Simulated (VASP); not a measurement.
A run of VASP 6.6.1 is set up as follows.

File INCAR:

```
SYSTEM = Ba
PREC = Accurate
ENCUT = 520
EDIFF = 1E-6
ISMEAR = 1
SIGMA = 0.2
LREAL = .False.
LASPH = .True.
NELM = 100
ALGO = Fast
ISIF = 2
LWAVE = .False.
LCHARG = .False.
MAGMOM = 0 0 0
LORBIT = 11
LSORBIT = .True.
GGA_COMPAT = .False.
GGA = PE
IVDW = 13
IBRION = 2
NSW = 60
EDIFFG = -0.01
```

File KPOINTS:

```
regular mesh
0
Gamma
  5 5 5
  0 0 0
```

POSCAR

```
Ba
4.244
    0.000000000000      0.707101874647      0.707101874647
    0.707101874647      0.000000000000      0.707101874647
    0.707101874647      0.707101874647      0.000000000000
Ba
1
Direct
    0.0000000000      0.0000000000      0.0000000000
```

Potentials or basis: VASP PAW PBE potentials, release 64 (Ba_sv).

Run with:

```sh
$ cat potpaw_PBE.64/Ba_sv/POTCAR > POTCAR
$ mpirun -np 1 vasp_ncl > vasp.out
```

Estimate the dispersion energy per atom.

-0.138 eV.

Final structure:
```yaml
crystal:
  lattice:
    - [0.00000, 3.00094, 3.00094]
    - [3.00094, 0.00000, 3.00094]
    - [3.00094, 3.00094, 0.00000]
  atoms:
    - { symbol: Ba, position: [0.00000, 0.00000, 0.00000] }
```

Caveat: the k mesh is coarse (spacing up to 0.36 Å⁻¹), so the values aren't converged; the relaxation stopped at its first step, so nothing moved.
